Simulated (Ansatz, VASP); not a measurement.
# Two plane-wave programs on In

INCAR

```
SYSTEM = In
PREC = Accurate ; ENCUT = 520
EDIFF = 1E-6 ; ISMEAR = 0
SIGMA = 0.15 ; LREAL = .False.
LASPH = .True. ; NELM = 100
ALGO = Fast ; ISIF = 2
LWAVE = .False. ; LCHARG = .False.
NBANDS = 12
```

The input KPOINTS:

```
regular mesh
0
Gamma
  18 18 18
  0 0 0
```

File POSCAR:

```
In
1.0
   -1.8825252400      1.8260494828      1.8825252400
    1.8825252400     -1.8260494828      1.8825252400
    1.8825252400      1.8260494828     -1.8825252400
In
1
Direct
    0.0000000000      0.0000000000      0.0000000000
```

Input for Ansatz:

```yaml
crystal:
  lattice:
    - [-1.88252524, 1.8260494828, 1.88252524]
    - [1.88252524, -1.8260494828, 1.88252524]
    - [1.88252524, 1.8260494828, -1.88252524]
  atoms:
    - { symbol: In, position: [0.0, 0.0, 0.0] }
basis:
  ecutwfc: 420
kpoints:
  mp_grid: { grid: [18, 18, 18] }
hamiltonian:
  xc: lda
scf:
  occupations: { method: gaussian, width: 0.15 }
output:
  forces: true
  stress: true
  eigenvalues: true
```

Change from the starting cell: strain -0.0300 x Voigt [0, 1, 0, 0, 0, 0], atoms carried along.

Alike in both runs: task single point; functional LDA; k mesh 18 × 18 × 18; occupations gaussian, width 0.15 eV; no spin polarisation.

|  | VASP | Ansatz |
| --- | --- | --- |
| version | VASP 6.6.1 | Ansatz 0.2.0 |
| potentials or method | VASP PAW LDA potentials, release 64 (In_d) | scalar-relativistic, plane waves, PAW |
| plane-wave cutoff (eV) | 520 | 420 |
| valence electrons in the cell | 13 | 13 |

|  | VASP | Ansatz | Ansatz less VASP |
| --- | --- | --- | --- |
| gap on the k mesh at the Fermi level (eV) | none | none | - |
| pressure (GPa) | -1.8 | -1.8 | -0.05 |
| largest component of the traceless stress (GPa) | 0.11 | 0.11 | +0.004 |

A gap of «none» marks a metal or a gap that the smearing closes.
